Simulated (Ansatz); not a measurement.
The calculation used DFT PBE, scalar-relativistic, plane waves, PAW (Ansatz). Settings: cutoff 420 eV, Γ-centred meshes spaced at most about 0.3 Å⁻¹, and about 0.25 Å⁻¹ or finer for metals (2π included), Gaussian smearing. No spin polarisation in the final relaxations.

These are static total energies at zero pressure.

Compare these two cells of Si, each relaxed at this level.

A.

```cif
data_structure
_symmetry_space_group_name_H-M 'Pm-3m'
_symmetry_Int_Tables_number 221
_cell_length_a 2.5323
_cell_length_b 2.5323
_cell_length_c 2.5323
_cell_angle_alpha 90.000
_cell_angle_beta 90.000
_cell_angle_gamma 90.000
_cell_volume 16.24
loop_
_atom_site_label
_atom_site_type_symbol
_atom_site_symmetry_multiplicity
_atom_site_Wyckoff_symbol
_atom_site_fract_x
_atom_site_fract_y
_atom_site_fract_z
_atom_site_occupancy
Si1 Si 1 a 0.00000 0.00000 0.00000 1
```

B.

```cif
data_structure
_symmetry_space_group_name_H-M 'I4/mmm'
_symmetry_Int_Tables_number 139
_cell_length_a 3.3046
_cell_length_b 3.3046
_cell_length_c 2.6564
_cell_angle_alpha 90.000
_cell_angle_beta 90.000
_cell_angle_gamma 90.000
_cell_volume 29.01
loop_
_atom_site_label
_atom_site_type_symbol
_atom_site_symmetry_multiplicity
_atom_site_Wyckoff_symbol
_atom_site_fract_x
_atom_site_fract_y
_atom_site_fract_z
_atom_site_occupancy
Si1 Si 2 a 0.00000 0.00000 0.00000 1
```

Problem. Which form is favoured at zero pressure, and by what margin per atom?

Solution. A is lower, by 132 meV/atom. A has the simple cubic type, space group Pm-3m (No. 221), 16.2 Å³/atom and no gap on its mesh; B has space group I4/mmm (No. 139), 14.5 Å³/atom and no gap. Counting all near atoms (those within 1.25 times the shortest such distance or 1.15 times the sum of covalent radii, 1.27 where that leaves under three; a plus sign parts nearer from farther groups; the shortest distance is added where it exceeds 1.18 times the sum of covalent radii), A has Si 6 and B has Si 10+4 from 2.7 Å. The lower one is the more open, so pressure narrows the difference. Both come from invented guesses. The part of the Crystallography Open Database at hand lists Si in space groups No. 64, 74, 164, 191, 194 and others; no cell shown has one of them.

Cells relaxed within their symmetry can be saddle points; a later kick test found a lower structure for Si Pm-3m.
